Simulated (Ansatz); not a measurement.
BeO (wurtzite, space group No. 186), DFT-PBE in the program Ansatz with PAW potentials. The conduction-band minimum lies at Γ, with 1 equivalent valley. Second derivatives d²E/dk² of the lowest band at one valley (eV·Å²), along Cartesian directions:

```tsv
direction	d²E/dk²
[100]	12.67
[010]	12.67
[001]	14.30
[110]	12.67
[101]	13.49
[011]	13.49
```

Problem. Find the principal effective masses, the density-of-states mass and the conductivity mass.

Solution. Off-diagonal terms follow from H_xy = H[110] − (H_xx + H_yy)/2, and m*/mₑ = 7.620 eV·Å² over each eigenvalue: 0.53, 0.60, 0.60. One valley's DOS mass (m₁m₂m₃)^(1/3) = 0.58, conductivity mass 3/(Σ 1/mᵢ) = 0.58 mₑ.

Problem. What effective density of states Nc follows at 300 K for parabolic valleys?

Solution. Nc = 2.509e19 × 1 × (0.58)^(3/2) ≈ 1.1e19 cm⁻³.

Problem. With the computed static dielectric constant 7.34 (mean of the diagonal), estimate a hydrogenic donor's binding energy and radius.

Solution. E = 13.606 eV × 0.58/7.34² ≈ 150 meV; a = 0.529 Å × ε/m* ≈ 6.7 Å. Semilocal masses tend to be too small where the gap is.

Space group P6_3mc (wurtzite). Symmetry was held in the PBE relaxation; phonons on a q-mesh show no instability.

Potentials: the later of the program's two PAW sets.
